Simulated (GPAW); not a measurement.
Runs of GPAW 26.7.0 on ZnO (zincite). The structure is hexagonal, space group P6_3mc (No. 186). The conventional cell has a = 3.249 Å, b = 3.249 Å, c = 5.206 Å, α = 90.00°, β = 90.00°, γ = 120.00°. Zn (site symmetry 3m) is surrounded by 4 O at 1.97 to 1.98 Å. O (site symmetry 3m) has 4 Zn at 1.97 to 1.98 Å as nearest neighbours. 

```tsv
task	level	potentials or basis	cell	k mesh	cutoff (eV)	smearing	maxiter	band path	band points	convergence	gap on the mesh (eV)	pressure (GPa)	largest force (eV/Å)
single point	PBE	GPAW PAW data sets (gpaw-data 1.2.1), pw	as given	9 × 9 × 5	800	gaussian 0.03 eV	150	-	-	-	0.80	5.1	0.07
single point	PBE	GPAW PAW data sets (gpaw-data 1.2.1), pw	as given	9 × 9 × 5	800	gaussian 0.012 eV	150	-	-	-	0.80	5.1	0.07
band structure	RPBE	the program's PAW data sets (release 1.2.1) made for this functional, pw	as given	9 × 9 × 5	800	fermi-dirac 0.05 eV	150	GMKGALHA,LM,KH	60	-	(b)	10.6	(a)
single point	PBE	GPAW PAW data sets (gpaw-data 1.2.1), pw	volume scaled by 1.04	8 × 8 × 4	600	fermi-dirac 0.05 eV	120	-	-	default	0.74	-4.0	0.06
```

Alike in all rows: no spin polarisation.

Problem. Estimate the missing entries.

Solution. (a) 0.08; (b) 0.90.

Caveats: the cutoff is short for stress and forces, so pressures can be off by a GPa or more (some runs).

